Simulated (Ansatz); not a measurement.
# SrTiO3: response to a stretch of c alone

How does SrTiO3 answer a stretch of c alone between -4.5 and +4.5 %? At each strain the rest of the cell is held and the atoms relax, within the symmetry that is left.

Computed with Ansatz 0.2.0 (DFT r2SCAN+U, scalar-relativistic, plane waves, PAW, unless a step's input says otherwise).

2 further runs of the same task are left out: 2 set aside as unsound or not needed.

**1. The structure to begin with**

The structure is cubic, space group Pm-3m (No. 221). The conventional cell has a = 3.918 Å, b = 3.918 Å, c = 3.918 Å, α = 90.00°, β = 90.00°, γ = 90.00°. Sr (site symmetry m-3m) has 12 O at 2.77 Å as nearest neighbours. Ti (site symmetry m-3m) has 6 O at 1.96 Å as nearest neighbours. O (site symmetry 4/mmm) has 2 Ti at 1.96 Å and 4 Sr at 2.77 Å as nearest neighbours.

Coordinates:

```
CELL_PARAMETERS angstrom
3.91771 0.00000 0.00000
0.00000 3.91771 0.00000
0.00000 0.00000 3.91771
ATOMIC_POSITIONS crystal
Sr 0.00000 0.00000 0.00000
Ti 0.50000 0.50000 0.50000
O 0.50000 0.00000 0.50000
O 0.50000 0.50000 0.00000
O 0.00000 0.50000 0.50000
```

It goes back to an entry of the Materials Project.

This cell was relaxed beforehand with the same method: volume 12.03 Å³/atom, gap on the mesh 2.78 eV.

The unstrained cell comes from an earlier run at this level (5 atoms, E(σ→0) -7771.3395 eV, gap 2.78 eV over the zone).

**2. At -1.5 %**

input.yaml

```yaml
crystal:
  lattice:
    - [3.9177112476, 0.0, 0.0]
    - [0.0, 3.9177112476, 0.0]
    - [0.0, 0.0, 3.8589455789]
  atoms:
    - { symbol: Sr, position: [0.0, 0.0, 0.0] }
    - { symbol: Ti, position: [0.5, 0.5, 0.5] }
    - { symbol: O, position: [0.5, 0.0, 0.5] }
    - { symbol: O, position: [0.5, 0.5, 0.0] }
    - { symbol: O, position: [0.0, 0.5, 0.5] }
basis:
  ecutwfc: 500
kpoints:
  mp_grid: { grid: [6, 6, 6] }
hamiltonian:
  xc: r2scan
  hubbard: { sites: [{ species: Ti, l: d, u_eff: 4.0 }] }
scf:
  occupations: { method: gaussian, width: 0.02 }
output:
  forces: true
  stress: true
  eigenvalues: true
```

Started as:

```console
ansatz run input.yaml --threads 1 --pin off --max-ram 2560MiB --backend cpu --events-out ev --progress --plain --runs-dir out
```

The session goes on with these runs: band edges over the zone at -1.5 %; At +1.5 %; the gap over the whole zone at +1.5 %; At -3.0 %; band edges over the zone at -3.0 %; the cell strained by +3.0 %; band edges over the zone at +3.0 %; strain -4.5 %; the gap over the whole zone at -4.5 %; the cell strained by +4.5 %; seeking the band edges at +4.5 %.

**Question.** What will these runs give? Wanted: (1/V) d²E/dε² at zero strain, cubic fit; gap shift, negative and positive side.

The runs gave:

| quantity | value |
| --- | --- |
| largest energy cost | 31.1 meV/atom at -4.5 % |
| (1/V) d²E/dε² at zero strain, cubic fit | 353 GPa |
| gap shift, negative and positive side | -18, -43 meV per % |

**Reading.** The curvature of the energy, 353 GPa, is the elastic constant along c at held a and b. Compression by 4.5 % costs 31.1 meV/atom and stretching 22.5. The gap runs from 2.87 eV at -4.5 % through 2.78 to 2.60 eV at +4.5 %.
